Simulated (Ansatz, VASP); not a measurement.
## MgSe: VASP beside Ansatz

```
Mg Se
1.0
     0.00000    2.72550    2.72550
     2.72550    0.00000    2.72550
     2.72550    2.72550    0.00000
Mg Se
1 1
Direct
  0.00000 0.00000 0.00000
  0.50000 0.50000 0.50000
```

Alike in both runs: task single point; functional PBE; k mesh 6 × 6 × 6; occupations gaussian, width 0.1 eV; no spin polarisation.

|  | VASP | Ansatz |
| --- | --- | --- |
| version | VASP 6.6.1 | Ansatz 0.2.0 |
| potentials or method | VASP PAW PBE potentials, release 64 (Mg, Se) | scalar-relativistic, plane waves, PAW |
| plane-wave cutoff (eV) | 520 | 420 |
| valence electrons in the cell | 8 | 26 |

VASP gave:

| Property | Result |
| --- | --- |
| gap on the k mesh at the Fermi level (eV) | 1.80 |
| least direct gap on the mesh (eV) | 2.60 |
| pressure (GPa) | 1.9 |

Q: What did Ansatz give for the same quantities?

A: gap on the k mesh at the Fermi level (eV): 1.82; least direct gap on the mesh (eV): 2.61; pressure (GPa): 2.1.

The two sets of potentials don't hold the same shells in valence.

A k mesh can miss the band edges. PBE gaps usually lie below the measured ones, often by a third to a half.
